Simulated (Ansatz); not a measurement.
CuI (Marshite):

```
CELL_PARAMETERS angstrom
0.00000 3.03150 3.03150
3.03150 0.00000 3.03150
3.03150 3.03150 0.00000
ATOMIC_POSITIONS crystal
I 0.00000 0.00000 0.00000
Cu 0.75000 0.75000 0.75000
```

* Program: Ansatz 0.2.0
* Task: relaxation of cell and atoms
* Functional: revPBE
* Dispersion: D4
* Potentials or basis: Ansatz PAW
* Cutoff: 420 eV (not typed: the program's choice for these potentials)
* k mesh: 8 × 8 × 8
* Occupations: fermi-dirac, width 0.05 eV
* Spin: no spin polarisation

At the start: volume 27.86 Å³/atom.

Problem. How do energy, volume and symmetry change on relaxing?

Solution. It ends after 4 steps and the volume is 26.39 Å³/atom (-5.3 %); space group F-43m (No. 216, to 0.05 Å).

The path:
```csv
step,energy change (eV),largest force (eV/Å),volume (Å³)
1,0.0000,0.0000,55.72
2,-0.0220,0.0000,52.89
3,-0.0220,0.0000,52.79
4,-0.0210,0.0000,52.79
```

Final structure:
```
I Cu
1.0
     0.00000    2.97739    2.97739
     2.97739    0.00000    2.97739
     2.97739    2.97739    0.00000
I Cu
1 1
Direct
  0.00000 0.00000 0.00000
  0.75000 0.75000 0.75000
```

Caveat: the plane-wave basis is chosen anew once the cell has moved, so the energies of steps on either side of that aren't comparable; the PAW data sets come from PBE, with cores solved anew for the run's functional, which leaves a small shift of forces and pressure.
